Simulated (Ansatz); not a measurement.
**Vibrational response of MgO at 4 GPa**

Level of theory: DFT PBEsol, scalar-relativistic, plane waves, PAW in Ansatz. Settings: 420 eV plane-wave cutoff, Γ-centred 10×10×10 mesh, fixed occupations. No spin polarisation. Phonons by linear response, acoustic sum rule imposed.

The cell, relaxed at 4 GPa:
```yaml
crystal:
  lattice:
    - [0.00000, 2.09018, 2.09018]
    - [2.09018, 0.00000, 2.09018]
    - [2.09018, 2.09018, 0.00000]
  atoms:
    - { symbol: Mg, position: [0.00000, 0.00000, 0.00000] }
    - { symbol: O, position: [0.50000, 0.50000, 0.50000] }
```

**Question.** Give the high-frequency dielectric tensor ε∞.

**Answer.**
```
3.22 0.00 0.00
0.00 3.22 0.00
0.00 0.00 3.22
```

**Question.** Give the Born effective charges.

**Answer.**
```csv
atom,Z*xx,Z*yy,Z*zz,mean
Mg (atom 1),1.97,1.97,1.97,1.97
O (atom 2),-1.97,-1.97,-1.97,-1.97
```

**Question.** How large is the static dielectric tensor with the ions free to move, and what share of it is ionic?

**Answer.**
```
9.7 0.0 0.0
0.0 9.7 0.0
0.0 0.0 9.7
```
The ions give 67 % of its trace.

Cost: 1 run of about 0.35 core-minutes, on AMD EPYC (Zen 3) (shared hosts).